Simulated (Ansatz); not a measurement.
Crystal: InP.

```xyz
2
Lattice="0.0000 2.9305 2.9305 2.9305 0.0000 2.9305 2.9305 2.9305 0.0000" Properties=species:S:1:pos:R:3 pbc="T T T"
In    0.0000    0.0000    0.0000
P     4.3957    4.3957    4.3957
```

Base run:

- Program: Ansatz 0.2.0
- Functional: PBEsol
- Potentials or basis: Ansatz PAW
- Cutoff: 420 eV
- Density cutoff: 1680 eV
- k mesh: 6 × 6 × 6
- Occupations: fermi-dirac, width 0.05 eV
- Spin: spin-orbit coupling, no magnetisation

Its results: band gap on the k mesh 0.59 eV, direct.

Problem. The run is repeated on the same cell with these changes: functional from PBEsol to r2SCAN0; cutoff from 420 eV to 500 eV; density cutoff from 1680 eV to 2000 eV; k mesh from 6 × 6 × 6 to 4 × 4 × 4. What comes out?

Solution. Band gap on the k mesh 2.41 eV, direct.

Several settings changed at once, so the effect can't be laid on one alone.

Caveats: some runs use coarse meshes.

Not every run made on this cell is shown here.
